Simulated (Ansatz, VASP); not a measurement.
KMgF3 in VASP and in Ansatz

```xyz
5
Lattice="3.8210 0.0000 0.0000 0.0000 3.8210 0.0000 0.0000 0.0000 3.8210" Properties=species:S:1:pos:R:3 pbc="T T T"
K     0.0000    0.0000    0.0000
Mg    1.9105    1.9105    1.9105
F     1.9105    1.9105    0.0000
F     1.9105    0.0000    1.9105
F     0.0000    1.9105    1.9105
```

Change from the starting cell: hydrostatic strain -4.0%.

Alike in both runs: task single point; functional PBE; k mesh 6 × 6 × 6; occupations fermi-dirac, width 0.02 eV; no spin polarisation.

```csv
,VASP,Ansatz
version,VASP 6.6.1,Ansatz 0.2.0
potentials or method,"VASP PAW PBE potentials, release 64 (K_sv, Mg, F)","plane waves, PAW"
plane-wave cutoff (eV),520,420
valence electrons in the cell,32,40
```

Ansatz gave:

| Quantity | Value |
| --- | --- |
| gap on the k mesh at the Fermi level (eV) | 8.37 |
| pressure (GPa) | 17.5 |

Which values does VASP return?

gap on the k mesh at the Fermi level (eV): 8.34; pressure (GPa): 17.1.

The two sets of potentials don't hold the same shells in valence.

Caveats: so large a pressure means that the cell lies far from this level's equilibrium, or that cutoff or potentials fall short (VASP). A k mesh can miss the band edges.
